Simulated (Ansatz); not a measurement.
**Pb under changes of volume**

One of the cells (30.323 Å³/atom); the others are scaled copies at fixed shape and fractional positions:

```
Pb
1.0
     0.00000    2.47502    2.47502
     2.47502    0.00000    2.47502
     2.47502    2.47502    0.00000
Pb
1
Cartesian
  0.0000 0.0000 0.0000
```

| Quantity | Value |
| --- | --- |
| Program | Ansatz 0.2.0 |
| Functional | PBE |
| Potentials or basis | PseudoDojo stringent (PBE files) |
| Cutoff | 1197 eV |
| Density cutoff | 4789 eV |
| k mesh | 9 × 9 × 9 |
| Occupations | fermi-dirac, width 0.05 eV |
| Spin | no spin polarisation |

```csv
volume (Å³/atom),energy over the lowest point (meV/atom),pressure (GPa)
28.503,55.75,6.0
29.110,?,?
29.716,20.61,3.4
30.323,10.03,2.3
30.929,3.41,1.3
31.535,0.21,0.4
32.142,0.00,-0.3
```

Problem. What does the run at 29.110 Å³/atom give?

Solution. Energy over the lowest point 35.67 meV/atom; pressure 4.6 GPa.

Worked out: A Birch-Murnaghan fit of order 3 (a polynomial in V^(-2/3)) to the other rows has its minimum at 31.88 Å³/atom with B0 = V·E''(V) = 39 GPa and B' = 6.0. It gives 35.61 meV/atom at 29.110 Å³/atom, against the run's 35.67, and -dE/dV = 4.6 GPa, against 4.6.

Energies are extrapolated to zero smearing.
